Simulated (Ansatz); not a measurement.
# PbS in Ansatz: the effect of functional

The system is PbS.

```
Pb S
1.0
     3.57907    0.00000    0.00000
     0.00000    3.57907    0.00000
     0.00000    0.00000    3.57907
Pb S
1 1
Direct
  0.00000 0.00000 0.00000
  0.50000 0.50000 0.50000
```

Measurements of this composition are mostly on another form, of space group No. 225.

The cell isn't the ideal one: volume scaled by 0.94.

Alike in all runs:

| Quantity | Value |
| --- | --- |
| Program | Ansatz 0.2.0 |
| Task | single point |
| Potentials or basis | Ansatz PAW |
| k mesh | 7 × 7 × 7 |
| Occupations | fermi-dirac, width 0.05 eV |
| Spin | no spin polarisation |

One run gave: pressure -2.2 GPa. Which functional did it use?
A. r2SCAN
B. LDA
C. PBEsol

B.

```tsv
functional	cutoff	pressure (GPa)
LDA	420 eV (not typed: the program's choice for these potentials)	-2.2
PBEsol	420 eV (not typed: the program's choice for these potentials)	-0.3
r2SCAN	500 eV (not typed: the program's choice for these potentials)	3.3
```

Caveats: the PAW data sets come from PBE, with cores solved anew for the run's functional, which leaves a small shift of forces and pressure.

Runs at the PBE level aren't shown here.
